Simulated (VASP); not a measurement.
Runs of VASP 6.6.1 on MoS2. It takes space group R3m (No. 160, trigonal). Conventional cell: a = 3.160 Å, b = 3.160 Å, c = 18.450 Å, α = 90.00°, β = 90.00°, γ = 120.00°. Around Mo (site symmetry 3m) lie 6 S at 2.39 Å. S (site symmetry 3m) is surrounded by 3 Mo at 2.39 Å. S (site symmetry 3m) is surrounded by 3 Mo at 2.39 Å. Measurements of this composition are mostly on another form, of space group No. 194.

| task | level | potentials or basis | spin | cell | k mesh | cutoff (eV) | smearing | ladder | k mesh for the DOS | occupations for the DOS | gap on the mesh (eV) | pressure (GPa) | V0 of scaled cells (Å³/atom) | B0 (GPa) | largest force (eV/Å) |
| --- | --- | --- | --- | --- | --- | --- | --- | --- | --- | --- | --- | --- | --- | --- | --- |
| band structure | LDA | VASP PAW LDA potentials, release 64 (Mo_sv, S) | off | as given | 10 × 10 × 10 | 520 | gaussian 0.02 eV | gaps | - | - | 0.89 | - | - | - | - |
| equation of state | PBE | VASP PAW PBE potentials, release 64 (Mo_sv, S) | off | as given | 10 × 10 × 10 | 520 | fermi-dirac 0.05 eV | - | - | - | - | - | 18.35 | 141 | - |
| relaxation of cell and atoms | LDA | VASP PAW LDA potentials, release 64 (Mo_sv, S) | off | relaxed | 8 × 8 × 8 | 600 | gaussian 0.02 eV | gaps | - | - | 0.84 | 0.1 | - | - | 0.01 |
| single point | PBE | VASP PAW PBE potentials, release 64 (Mo_sv, S) | off | as given | 10 × 10 × 10 | 520 | fermi-dirac 0.05 eV | - | - | - | 0.97 | 5.2 | - | - | 0.51 |
| single point | PBEsol | VASP PAW PBE potentials, release 64 (Mo_sv, S) | off | as given | 10 × 10 × 10 | 520 | fermi-dirac 0.05 eV | free | - | - | 0.92 | (a) | - | - | (c) |
| band structure | r2SCAN | VASP PAW PBE potentials, release 64 (Mo_sv, S) | off | as given | 10 × 10 × 10 | 520 | gaussian 0.02 eV | gaps | - | - | 1.07 | 4.2 | - | - | 0.37 |
| single point | RPBE | VASP PAW PBE potentials, release 54 (Mo_sv, S) | off | as given | 10 × 10 × 10 | 520 | gaussian 0.05 eV | - | - | - | (b) | 7.8 | - | - | 0.57 |
| band structure | TB-mBJ | VASP PAW PBE potentials, release 64 (Mo_sv, S) | off | as given | 10 × 10 × 10 | 520 | gaussian 0.02 eV | gaps | - | - | 1.15 | - | - | - | - |
| equation of state | PBEsol | VASP PAW PBE potentials, release 64 (Mo_sv, S) | off | as given | 10 × 10 × 10 | 520 | fermi-dirac 0.05 eV | free | - | - | - | - | 17.77 | 154 | - |
| single point | PBEsol | VASP PAW PBE potentials, release 64 (Mo_sv_GW, S_GW) | off | as given | 10 × 10 × 10 | 550 | gaussian 0.1 eV | - | - | - | 0.91 | 0.2 | - | - | 0.28 |

**Question.** Estimate the missing entries.

**Answer.** (a) 0.3; (b) 1.02; (c) 0.26.

Caveats: the PAW data sets were made with another functional, which shifts forces and pressure a little (some runs); the cell was scaled at fixed shape and fractional positions, which overstates the stiffness of a crystal with free parameters, most of all of layers and chains (some runs); the mesh misses the band edges, which the band path finds closer together (some runs).

A k mesh can miss the band edges, and the runs leave out spin-orbit coupling on Mo.

Not every run made on this cell is shown here.
